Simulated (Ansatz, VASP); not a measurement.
## SiO2 in VASP and in Ansatz

The input INCAR:

```
ALGO = Normal ; EDIFF = 1E-6
ENCUT = 520 ; ISIF = 2
ISMEAR = 0 ; LASPH = T
LCHARG = T ; LELF = T
LREAL = F ; LVHAR = T
LWAVE = F ; NBANDS = 25
NELM = 100 ; PREC = Accurate
SIGMA = 0.05
```

Contents of KPOINTS:

```
k-points
0
Gamma
  6 6 10
```

Contents of POSCAR:

```
SiO2
1.0
    4.4857364504      0.0000000000      0.0000000000
    0.0000000000      4.4857364504      0.0000000000
    0.0000000000      0.0000000000      2.5757098698
Si O
2 4
Direct
    0.5000000000      0.5000000000      0.5000000000
    0.0000000000      0.0000000000      0.0000000000
    0.6944252994      0.6944252994      0.0000000000
    0.1944252994      0.8055747006      0.5000000000
    0.3055747006      0.3055747006      0.0000000000
    0.8055747006      0.1944252994      0.5000000000
```

Input for Ansatz:

```yaml
crystal:
  lattice:
    - [4.4857364504, 0.0, 0.0]
    - [0.0, 4.4857364504, 0.0]
    - [0.0, 0.0, 2.5757098698]
  atoms:
    - { symbol: Si, position: [0.5, 0.5, 0.5] }
    - { symbol: Si, position: [0.0, 0.0, 0.0] }
    - { symbol: O, position: [0.6944252994, 0.6944252994, 0.0] }
    - { symbol: O, position: [0.1944252994, 0.8055747006, 0.5] }
    - { symbol: O, position: [0.3055747006, 0.3055747006, 0.0] }
    - { symbol: O, position: [0.8055747006, 0.1944252994, 0.5] }
basis:
  ecutwfc: 520.0
kpoints:
  mp_grid: { grid: [6, 6, 10] }
hamiltonian:
  xc: lda
  pseudopotentials: { kind: paw, azcp: { folder: soft_1 } }
scf:
  occupations: { method: gaussian, width: 0.05 }
output:
  forces: true
  stress: true
  eigenvalues: true
  write_density: true
  write_potential: true
  elf: true
  volumetric_format: npy
```

Alike in both runs: task single point; functional LDA; k mesh 6 × 6 × 10; occupations gaussian, width 0.05 eV; no spin polarisation.

|  | VASP | Ansatz |
| --- | --- | --- |
| version | VASP 6.6.1 | Ansatz 0.2.0 |
| potentials or method | VASP PAW LDA potentials, release 64 (Si, O) | scalar-relativistic, plane waves, PAW |
| plane-wave cutoff (eV) | 520 | 520 |
| valence electrons in the cell | 32 | 32 |

|  | VASP | Ansatz | Ansatz less VASP |
| --- | --- | --- | --- |
| gap on the k mesh at the Fermi level (eV) | 4.00 | 4.01 | +0.015 |
| least direct gap on the mesh (eV) | 4.00 | 4.01 | +0.015 |
| pressure (GPa) | -24.8 | -25.6 | -0.87 |
| largest component of the traceless stress (GPa) | 26.79 | 25.97 | -0.818 |
| rms of the force components (eV/Å) | 0.808 | 0.840 | +0.0322 |

Atom by atom the forces differ by 0.032 eV/Å (rms over components). Ansatz warned: «pseudo_functional_mismatch».

Caveats: so large a pressure means that the cell lies far from this level's equilibrium, or that cutoff or potentials fall short (VASP); forces of over 1 eV/Å show positions far from the minimum, so gaps and moduli don't describe the material at rest. A k mesh can miss the band edges.
